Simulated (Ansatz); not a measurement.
## Pd in Ansatz: the effect of functional

Pd:

```
Pd
1.0
     0.00000    1.94650    1.94650
     1.94650    0.00000    1.94650
     1.94650    1.94650    0.00000
Pd
1
Direct
  0.00000 0.00000 0.00000
```

Alike in all runs:

* Program: Ansatz 0.2.0
* Task: projected density of states
* Potentials or basis: Ansatz PAW
* k mesh: 7 × 7 × 7
* Occupations: fermi-dirac, width 0.05 eV
* Spin: no spin polarisation

```csv
functional,cutoff,pressure (GPa)
LDA,420 eV (not typed: the program's choice for these potentials),-7.8
PBEsol,420 eV (not typed: the program's choice for these potentials),-2.0
RPBE,420 eV (not typed: the program's choice for these potentials),12.6
revPBE,420 eV (not typed: the program's choice for these potentials),?
BLYP,420 eV (not typed: the program's choice for these potentials),18.8
r2SCAN,500 eV (not typed: the program's choice for these potentials),2.8
HSE06,420 eV (not typed: the program's choice for these potentials),2.1
PBE0,420 eV (not typed: the program's choice for these potentials),2.3
r2SCAN0,500 eV (not typed: the program's choice for these potentials),-0.3
```

What does the run with functional revPBE give?

Pressure 11.3 GPa.

Caveats: all runs use coarse meshes; the PAW data sets come from PBE, with cores solved anew for the run's functional, which leaves a small shift of forces and pressure; the thresholds are loose for stress (some runs).

Runs at the PBE level aren't shown here.
